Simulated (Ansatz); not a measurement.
**TaN: a line through an energy map**

The task here is to estimate one member of a computed series from the others.

Program: Ansatz 0.2.0. Level of theory: DFT PBE, scalar-relativistic, plane waves, PAW. These are calculated values, not measurements.

1 further run of the same task is left out (set aside as unsound or not needed). Runs told in other sessions of the task aren't counted.

## The starting structure

The structure is hexagonal, space group P6_3mc (No. 186). Conventional cell: a = 3.152 Å, b = 3.152 Å, c = 6.103 Å, α = 90.00°, β = 90.00°, γ = 120.00°. Around Ta (site symmetry 3m) lie 4 N at 1.98 to 2.11 Å. N (site symmetry 3m) is surrounded by 4 Ta at 1.98 to 2.11 Å.

As a file:

```xyz
4
Lattice="3.1519 0.0000 0.0000 -1.5760 2.7297 0.0000 0.0000 0.0000 6.1026" Properties=species:S:1:pos:R:3 pbc="T T T"
Ta    0.0000    1.8198    0.1861
Ta    1.5760    0.9099    3.2374
N     0.0000    1.8198    2.1635
N     1.5760    0.9099    5.2148
```

This cell was relaxed beforehand with the same method: volume 13.13 Å³/atom, gap on the mesh none (metal).

## The scan

The energy is mapped over two homogeneous strains (x along [1 0 0], y along [1 2 0], z along [0 0 1] of the conventional cell).

The axes are (1) strain +e along x and -e along y: 5 values from −15.0 %; (2) strain +e along z and -e/2 along x and y: 5 values from −15.0 %.

Nothing else is relaxed (fractional coordinates fixed). Energies count from the relaxed crystal. Points are written as (first, second).

The first run:

input.yaml

```yaml
crystal:
  lattice:
    - [3.6247390016, 0.0, 0.0]
    - [-1.8123695008, 2.7296661369, 0.0]
    - [0.0, 0.0, 5.1872384312]
  atoms:
    - { symbol: Ta, position: [0.3333333333, 0.6666666667, 0.0304880884] }
    - { symbol: Ta, position: [0.6666666667, 0.3333333333, 0.5304880884] }
    - { symbol: "N", position: [0.3333333333, 0.6666666667, 0.3545119116] }
    - { symbol: "N", position: [0.6666666667, 0.3333333333, 0.8545119116] }
basis:
  ecutwfc: 520.0
kpoints:
  mp_grid: { grid: [15, 15, 8] }
hamiltonian:
  xc: pbe
  pseudopotentials: { kind: paw, azcp: { folder: soft_1 } }
scf:
  occupations: { method: gaussian, width: 0.15 }
output:
  forces: true
  stress: true
  eigenvalues: true
```

Run with:

```
> ansatz run input.yaml --threads 2 --pin off --max-ram 4096MiB --backend cpu --events-out ev --progress --plain --runs-dir out
```

Steps of the session up to this table: The run at (7.5 %, −15.0 %); The run at (7.5 %, −7.5 %); The run at (7.5 %, 0.0 %); The run at (7.5 %, 7.5 %); Grid point (7.5 %, 15.0 %).

One of the session's tables, all rows but one given; the rest of the session is left out.

| strain +e along z and -e/2 along x and y (%) | energy (meV/atom) | slope (meV/atom per %) | pressure (GPa) | largest force on an atom (eV/Å) |
| --- | --- | --- | --- | --- |
| −15.0 | 837 | −117 | 40.9 | 9.9 |
| −7.5 | 254 | −44 | 15.7 | 3.5 |
| 0.0 | ? | ? | ? | ? |
| 7.5 | 270 | 35 | 1.9 | 1.9 |
| 15.0 | 609 | 55 | 7.0 | 2.1 |

**Question.** Estimate the row for strain +e along z and -e/2 along x and y (%) = 0.0.

Worked estimate for «energy (meV/atom)». A straight line through the neighbours (−7.5, 254) and (7.5, 270) gives 254 + (270 − 254) × (0.0 − −7.5) / (7.5 − −7.5) = 262; a parabola fitted to 4 rows on both sides gives 108.

**Answer.** energy (meV/atom): 116; slope (meV/atom per %): 4; pressure (GPa): 3.9; largest force on an atom (eV/Å): 1.4. In «energy (meV/atom)» the line misses by +146 and the parabola by -8.

Energies count from the relaxed crystal. Slopes come from the forces (and the stress, where the cell changes), not from differences of energies.
